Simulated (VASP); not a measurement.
Here is a VASP 6.6.1 calculation.

File INCAR:

```
PREC = Accurate
ENCUT = 520
EDIFF = 1E-6
ISMEAR = -1
SIGMA = 0.15
LREAL = F
LASPH = T
NELM = 100
ALGO = Normal
ISIF = 2
LWAVE = F
LCHARG = F
GGA = PE
NBANDS = 18
```

The input KPOINTS:

```
Automatic mesh
0
Gamma
  9 9 9
```

The input POSCAR:

```
ZnAu
1.0
    3.1886622348      0.0000000000      0.0000000000
    0.0000000000      3.1886622348      0.0000000000
    0.0000000000      0.0000000000      3.1886622348
Zn Au
1 1
Direct
    0.5000000000      0.5000000000      0.5000000000
    0.0000000000      0.0000000000      0.0000000000
```

Potentials or basis: VASP PAW PBE potentials, release 64 (Zn, Au).

Launch:

```console
$ cat potpaw_PBE.64/Zn/POTCAR potpaw_PBE.64/Au/POTCAR > POTCAR
$ mpirun -np 1 vasp_std > vasp.out
```

(1) Estimate the band gap on the k mesh.

(2) Predict the pressure.

## Answers

(1) none (metal or under the smearing width).

(2) 0.1 GPa.
